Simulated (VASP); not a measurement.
Set up this calculation in VASP 6.6.1, as the native input.

- Task: single point
- Functional: r2SCAN
- Potentials or basis: VASP PAW PBE potentials, release 64 (Fe)
- Cutoff: 520 eV
- k mesh: 6 × 6 × 4
- Occupations: gaussian, width 0.1 eV
- Spin: collinear spin, typed start
- Starting moments: [2.6, 2.6, 2.6, 2.6] μB
- Dipole correction: no
- Further INCAR settings: ALGO = Normal; EDIFF = 1e-06; NBANDS = 28

Fe:

```
Fe
1.0
     2.01228   -1.45636    0.00000
     2.01228    1.45636    0.00000
     0.00000    0.00000    8.08799
Fe
4
Direct
  0.75001 0.24999 0.12500
  0.74999 0.25001 0.62500
  0.24999 0.75001 0.87500
  0.25001 0.74999 0.37500
```

The cell was built by a generator and needn't be a form met in nature.

The input as run:

POSCAR

```
Fe
1.0
    2.0122836155     -1.4563640260      0.0000000000
    2.0122836155      1.4563640260      0.0000000000
    0.0000000000      0.0000000000      8.0879878409
Fe
4
Direct
    0.7500101271      0.2499898729      0.1250001156
    0.7499898729      0.2500101271      0.6250001156
    0.2499898729      0.7500101271      0.8749998844
    0.2500101271      0.7499898729      0.3749998844
```

INCAR.step1

```
SYSTEM = Fe
PREC = Accurate
ENCUT = 520
ISMEAR = 0
SIGMA = 0.1
LREAL = .FALSE.
LASPH = .TRUE.
NELM = 150
ISPIN = 2
MAGMOM = 2.6 2.6 2.6 2.6
LMAXMIX = 4
NBANDS = 28
GGA = PE
ALGO = Normal
EDIFF = 1E-4
LWAVE = .TRUE.
LCHARG = .FALSE.
```

INCAR.step2

```
SYSTEM = Fe
PREC = Accurate
ENCUT = 520
EDIFF = 1E-6
ISMEAR = 0
SIGMA = 0.1
LREAL = .FALSE.
LASPH = .TRUE.
NELM = 150
ALGO = Normal
ISIF = 2
LWAVE = .FALSE.
LCHARG = .TRUE.
ISPIN = 2
MAGMOM = 2.6 2.6 2.6 2.6
LORBIT = 11
LMAXMIX = 4
METAGGA = R2SCAN
LMIXTAU = .TRUE.
LELF = .TRUE.
LVHAR = .TRUE.
NBANDS = 28
ISTART = 1
```

KPOINTS

```
regular mesh
0
G
  6 6 4
  0 0 0
```

Potentials or basis: VASP PAW PBE potentials, release 64 (Fe).

Command:

```console
$ cat potpaw_PBE.64/Fe/POTCAR > POTCAR
$ cp INCAR.step1 INCAR
$ mpirun -np 1 vasp_std > vasp.out
$ cp INCAR.step2 INCAR
$ mpirun -np 1 vasp_std > vasp.out
```

It gave:

The pressure is -0.4 GPa, the band gap on the k mesh is none (metal or under the smearing width) and the net moment is 10.79 μB per cell. The site moments are Fe +2.77 μB and the valence electrons inside the program's atomic spheres are Fe 7.18.

Caveat: the k mesh is coarse (spacing up to 0.44 Å⁻¹), so the values aren't converged; the PAW data sets were made with another functional, which shifts forces and pressure a little.

Run time: 5.3 min on 1 thread of Intel(R) Xeon(R) Platinum 8375C CPU @ 2.90GHz (Ice Lake), on a shared host, peak memory 0.21 GiB.
